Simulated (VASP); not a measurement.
# LiH (P-1) in VASP: a series of runs, part 2 of 2

VASP 6.6.1. Earlier steps stand in the parts before.

### 4 Relaxation of cell and atoms, r2SCAN+rVV10 (a zone-boundary wave of random shape, sigma 0.1 Å)

INCAR

```
SYSTEM = LiH
ALGO     = Normal         ! electronic algorithm
BPARAM   = 11.95        
CPARAM   = 0.0093       
EDIFF    = 1E-7           ! SCF threshold, eV
EDIFFG   = -0.005         ! ionic threshold
ENCUT    = 600            ! plane-wave cutoff, eV
IBRION   = 2              ! ionic algorithm
ISIF     = 3              ! what is computed and relaxed
ISMEAR   = 0              ! smearing method
IVDW_NL  = 2            
LASPH    = .TRUE.         ! aspherical terms in the spheres
LCHARG   = .FALSE.        ! write CHGCAR
LMIXTAU  = .TRUE.       
LREAL    = .FALSE.        ! projectors in reciprocal space
LUSE_VDW = .TRUE.       
LWAVE    = .FALSE.        ! write WAVECAR
METAGGA  = R2SCAN         ! meta-GGA
NELM     = 60             ! most SCF steps
NSW      = 40             ! ionic steps
PREC     = Accurate       ! precision mode
SIGMA    = 0.05           ! smearing width, eV
```

KPOINTS

```
k-points
0
G
  9 9 7
  0 0 0
```

POSCAR

```
LiH
1.0
    0.0000000000     -2.0325000000     -2.0325000000
    0.0000000000      2.0325000000     -2.0325000000
    4.0650000000      0.0000000000      0.0000000000
Li H
2 2
Direct
    0.5262936500      0.4997788000      0.5092167000
    0.9737063500      0.0002212000      0.9907833000
    0.4956849500      0.5536979200      0.9495694100
    0.0043150500      0.9463020800      0.5504305900
```

Potentials or basis: VASP PAW PBE potentials, release 64 (Li_sv, H).

On the command line:

```console
$ cat potpaw_PBE.64/Li_sv/POTCAR potpaw_PBE.64/H/POTCAR > POTCAR
$ mpirun -np 1 vasp_std > vasp.out
```

OUTCAR:

```text
SYSTEM = LiH
   BPARAM = 11.95
   EDIFF = 1E-7
   EDIFFG = -0.005
   ENCUT = 600
   IBRION = 2
   ISIF = 3
   ISMEAR = 0
   IVDW_NL = 2
   LASPH = .TRUE.
   LREAL = .FALSE.
   METAGGA = R2SCAN
   NELM = 60
   NSW = 40
   PREC = Accurate

 ion  position               nearest neighbor table
   1  0.526  0.500  0.509-
   2  0.974  0.000  0.991-
   3  0.496  0.554  0.950-
   4  0.004  0.946  0.550-

  LATTYP: Found a simple tetragonal cell.
 ALAT       =     2.8743890655
 C/A-ratio  =     1.4142135624

  Lattice vectors:

 A1 = (   0.0000000000,  -2.0325000000,  -2.0325000000)
 A2 = (   0.0000000000,   2.0325000000,  -2.0325000000)
 A3 = (   4.0650000000,   0.0000000000,   0.0000000000)

Analysis of symmetry for initial positions (statically):
=====================================================================
 Subroutine PRICEL returns:
 Original cell was already a primitive cell.

 Routine SETGRP: Setting up the symmetry group for a
 simple tetragonal supercell.

 Subroutine GETGRP returns: Found  2 space group operations
 (whereof  1 operations were pure point group operations)
 out of a pool of 16 trial point group operations.

The static configuration has the point symmetry C_1 .
 The point group associated with its full space group is S_2 .

[... 206 lines left out ...]

 number of electron       7.9999980 magnetization

 E-fermi :  -0.0128     XC(G=0):  -8.7009

 val. band max:       -0.2278168059   @ k =   0.0000   0.0000   0.0000
 cond. band min:       3.0125025547   @ k =   0.0000   0.0000   0.0000
 fundamental gap:      3.2403193605
 Fermi energy:        -0.0128263219

 k-point     1 :       0.0000    0.0000    0.0000
  band No.  band energies     occupation
      1     -46.0574      2.00000
      2     -46.0048      2.00000
      3      -5.7037      2.00000
      4      -0.2278      2.00000
      5       3.0125      0.00000
      6      11.0498      0.00000
      7      11.2541      0.00000
      8      14.3635      0.00000
[... 322 lines left out ...]
  FREE ENERGIE OF THE ION-ELECTRON SYSTEM (eV)
  ---------------------------------------------------
  free  energy   TOTEN  =       -13.3810226677 eV

  energy  without entropy=      -13.3810226677  energy(sigma->0) =      -13.38102267

[... ionic steps 4 to 11 ...]

--------------------------------------- Ionic step       12  -------------------------------------------

 number of electron       8.0000008 magnetization

------------------------ aborting loop because EDIFF is reached ----------------------------------------
[... 71 lines left out ...]
--------------------------------------- Ionic step       14  -------------------------------------------

 number of electron       8.0000008 magnetization

 Free energy of the ion-electron system (eV)
  ---------------------------------------------------
  ext. energy  EPLUGINS =         0.00000000
  ---------------------------------------------------
  free energy    TOTEN  =       -13.42896773 eV

  energy without entropy =      -13.42896773  energy(sigma->0) =      -13.42896773

 E-fermi :   0.2044     XC(G=0):  -8.9126

 val. band max:       -0.0862911220   @ k =   0.0000   0.0000   0.0000
 cond. band min:       3.4518385778   @ k =   0.0000   0.0000   0.0000
 fundamental gap:      3.5381296998
 Fermi energy:         0.2044264037

 k-point     1 :       0.0000    0.0000    0.0000
  band No.  band energies     occupation
      1     -45.7692      2.00000
      2     -45.7062      2.00000
      3      -5.6269      2.00000
      4      -0.0863      2.00000
      5       3.4518      0.00000
      6      11.6785      0.00000
      7      11.7152      0.00000
      8      15.0034      0.00000
[... 284 lines left out ...]
  FREE ENERGIE OF THE ION-ELECTRON SYSTEM (eV)
  ---------------------------------------------------
  free  energy   TOTEN  =       -13.4289677277 eV

  energy  without entropy=      -13.4289677277  energy(sigma->0) =      -13.42896773

 reached required accuracy - stopping structural energy minimisation
```

Run time: 30 min. Hardware: 1 thread of Intel Xeon Platinum 8488C (Sapphire Rapids), shared host; peak memory 0.3 GiB.

Results:

| Quantity | Value |
| --- | --- |
| Free energy | -13.4290 eV |
| Relaxed volume | 7.90 Å³/atom |
| Relaxed cell | a = 2.820 Å, b = 2.817 Å, c = 3.980 Å, α = 90.03°, β = 90.00°, γ = 90.00° |
| Space group after relaxing (to 0.05 Å) | Fm-3m (No. 225) |
| Energy gained by relaxing | 63.1 meV/atom |
| Ionic steps | 14 |
| Pressure after relaxing | 0.0 GPa |
| Largest force after relaxing | 0.004 eV/Å |
| Band gap on the k mesh | 3.54 eV, direct |

Forces in eV/Å, atoms in the order of the input:
```
Li   0.000  0.003 -0.002
Li   0.000 -0.003  0.002
H    0.001 -0.003  0.000
H   -0.001  0.003  0.000
```

The path:
```
step  energy change (eV)  largest force (eV/Å)  pressure (GPa)  volume (Å³)
   1              0.0000                0.9111           -0.59        33.59
   2             -0.0786                0.7252           -0.85        33.43
   3             -0.2045                0.2991           -1.13        33.03
   4             -0.1298                0.5861           -0.17        32.21
   5             -0.2248                0.1669           -1.06        32.76
   6             -0.2385                0.1239           -0.57        32.25
   7             -0.2426                0.1681            1.20        30.73
   8             -0.2486                0.0788            0.16        31.47
   9             -0.2489                0.0759            0.32        31.34
  10             -0.2516                0.0427            0.08        31.49
  11             -0.2523                0.0205           -0.03        31.62
  12             -0.2525                0.0100            0.00        31.61
  13             -0.2525                0.0099            0.00        31.61
  14             -0.2525                0.0039            0.02        31.61
```

Final structure:
```
Li H
1.0
     0.00003   -1.99368   -1.99379
    -0.00071    1.99168   -1.99175
     3.97977   -0.00086    0.00073
Li H
2 2
Direct
  0.50006 0.49803 0.49992
  0.99994 0.00197 0.00008
  0.49975 0.50069 0.99995
  0.00025 0.99931 0.50005
```

Levels at points of the mesh, in eV from the valence-band top:
| k point | band 1 | band 2 | band 3 | band 4 | band 5 | band 6 | band 7 | band 8 |
| --- | --- | --- | --- | --- | --- | --- | --- | --- |
| (0.00, 0.00, 0.00) | -45.68 | -45.62 | -5.54 | 0.00 | 3.54 | 11.76 | 11.80 | 15.09 |

Caveat: the cutoff is under 1.25 times the usual one of these potentials, so pressure, stress and relaxed cells hold a basis-set (Pulay) error; the PAW data sets were made with another functional, which shifts forces and pressure a little; an odd mesh through Γ misses points on the zone boundary, where band edges often lie.

### 5 Summary

| level | gap on the mesh (eV) | pressure (GPa) | relaxed volume (Å³/atom) | largest force (eV/Å) |
| --- | --- | --- | --- | --- |
| r2SCAN | 3.59 | 0.0 | 7.97 | 0.01 |
| MS2 | 3.49 | 0.0 | 7.64 | 0.01 |
| r2SCAN+rVV10 | 3.54 | 0.0 | 7.90 | - |

Alike in all rows: task relaxation of cell and atoms; potentials or basis VASP PAW PBE potentials, release 64 (Li_sv, H); no spin polarisation; cell relaxed from: a zone-boundary wave of random shape, sigma 0.1 Å; k mesh 9 × 9 × 7; cutoff (eV) 600; smearing gaussian 0.05 eV.

Caveats: the cutoff is under 1.25 times the usual one of these potentials, so pressure, stress and relaxed cells hold a basis-set (Pulay) error; the PAW data sets were made with another functional, which shifts forces and pressure a little; an odd mesh through Γ misses points on the zone boundary, where band edges often lie.

Total energies depend on the potentials used, so only differences within one code and one set of settings carry meaning.
